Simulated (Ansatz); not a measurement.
## Ge under changes of volume

One of the cells (22.833 Å³/atom); the others are scaled copies at fixed shape and fractional positions:

```xyz
4
Lattice="3.9976 0.0000 0.0000 -1.9988 3.4620 0.0000 0.0000 0.0000 6.5994" Properties=species:S:1:pos:R:3 pbc="T T T"
Ge    0.0000    2.3080    6.1843
Ge    1.9988    1.1540    2.8846
Ge    0.0000    2.3080    3.7148
Ge    1.9988    1.1540    0.4151
```

This isn't the form of Ge at room conditions, which is diamond.

* Program: Ansatz 0.2.0
* Functional: LDA
* Potentials or basis: all-electron LAPW, scalar-relativistic
* Cutoff: 291 eV (chosen from the basis error)
* Basis error allowed: 0.002 eV/atom
* k mesh: 8 × 8 × 4
* Occupations: fermi-dirac, width 0.05 eV
* Spin: no spin polarisation

```tsv
volume (Å³/atom)	energy over the lowest point (meV/atom)	pressure (GPa)	largest force (eV/Å)
21.463	5.06	2.5	0.015
21.920	?	?	?
22.377	0.00	-0.6	0.003
22.833	3.61	-1.9	0.003
23.290	10.79	-3.1	0.012
23.747	21.16	-4.1	0.022
24.203	34.33	-5.1	0.030
```

**Question.** What does the run at 21.920 Å³/atom give?

**Answer.** Energy over the lowest point 0.30 meV/atom; pressure 0.9 GPa; largest force 0.007 eV/Å.

Worked out: A Birch-Murnaghan fit of order 3 (a polynomial in V^(-2/3)) to the other rows has its minimum at 22.18 Å³/atom with B0 = V·E''(V) = 71 GPa and B' = 4.3 at fixed shape and positions, which overstates the stiffness. It gives 0.32 meV/atom at 21.920 Å³/atom, against the run's 0.30, and -dE/dV = 0.9 GPa, against 0.9.

Energies are extrapolated to zero smearing.
